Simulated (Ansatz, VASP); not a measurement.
## One calculation of SiO2, two programs

File POSCAR:

```
SiO2
1.0
    4.3528223192      0.0000000000      0.0000000000
    0.0000000000      4.3528223192      0.0000000000
    0.0000000000      0.0000000000      2.6687449733
Si O
2 4
Direct
    0.5000000000      0.5000000000      0.5000000000
    0.0000000000      0.0000000000      0.0000000000
    0.6938852014      0.6938852014      0.0000000000
    0.1938852014      0.8061147986      0.5000000000
    0.3061147986      0.3061147986      0.0000000000
    0.8061147986      0.1938852014      0.5000000000
```

INCAR.step1

```
SYSTEM = SiO2
PREC = Accurate ; ENCUT = 520
ISMEAR = 0 ; SIGMA = 0.05
LREAL = .False. ; LASPH = .True.
NELM = 60 ; NBANDS = 25
GGA = PE ; ALGO = Normal
EDIFF = 1E-4 ; LWAVE = .True.
LCHARG = .False.
```

Contents of INCAR.step2:

```
SYSTEM = SiO2
PREC = Accurate ; ENCUT = 520
EDIFF = 1E-6 ; ISMEAR = 0
SIGMA = 0.05 ; LREAL = .False.
LASPH = .True. ; NELM = 60
ALGO = Normal ; ISIF = 2
LWAVE = .False. ; LCHARG = .False.
METAGGA = R2SCAN ; LMIXTAU = .True.
NBANDS = 25 ; ISTART = 1
```

The input KPOINTS:

```
Automatic mesh
0
Gamma
  6 6 8
  0 0 0
```

Input for Ansatz:

```yaml
crystal:
  lattice:
    - [4.3528223192, 0.0, 0.0]
    - [0.0, 4.3528223192, 0.0]
    - [0.0, 0.0, 2.6687449733]
  atoms:
    - { symbol: Si, position: [0.5, 0.5, 0.5] }
    - { symbol: Si, position: [0.0, 0.0, 0.0] }
    - { symbol: O, position: [0.6938852014, 0.6938852014, 0.0] }
    - { symbol: O, position: [0.1938852014, 0.8061147986, 0.5] }
    - { symbol: O, position: [0.3061147986, 0.3061147986, 0.0] }
    - { symbol: O, position: [0.8061147986, 0.1938852014, 0.5] }
basis:
  ecutwfc: 500
kpoints:
  mp_grid: { grid: [6, 6, 8] }
hamiltonian:
  xc: r2scan
scf:
  occupations: { method: gaussian, width: 0.05 }
output:
  forces: true
  stress: true
  eigenvalues: true
  write_density: true
  write_potential: true
  elf: true
  volumetric_format: npy
```

Change from the starting cell: strain +0.040 along x and y, +0.000 along z, atoms carried along.

Alike in both runs: task single point; functional r2SCAN; k mesh 6 × 6 × 8; occupations gaussian, width 0.05 eV; no spin polarisation.

|  | VASP | Ansatz |
| --- | --- | --- |
| version | VASP 6.6.1 | Ansatz 0.2.0 |
| potentials or method | VASP PAW PBE potentials, release 64 (Si, O) | scalar-relativistic, plane waves, PAW |
| plane-wave cutoff (eV) | 520 | 500 |
| valence electrons in the cell | 32 | 32 |

```csv
,VASP,Ansatz,Ansatz less VASP
gap on the k mesh at the Fermi level (eV),5.23,5.24,+0.012
least direct gap on the mesh (eV),5.23,5.24,+0.012
pressure (GPa),-20.3,-20.6,-0.33
largest component of the traceless stress (GPa),8.69,8.09,-0.599
rms of the force components (eV/Å),0.408,0.421,+0.0131
```

Atom by atom the forces differ by 0.013 eV/Å (rms over components).

Caveats: so large a pressure means that the cell lies far from this level's equilibrium, or that cutoff or potentials fall short (VASP); the potentials were made for another functional, which shifts forces and pressure (VASP). A k mesh can miss the band edges.
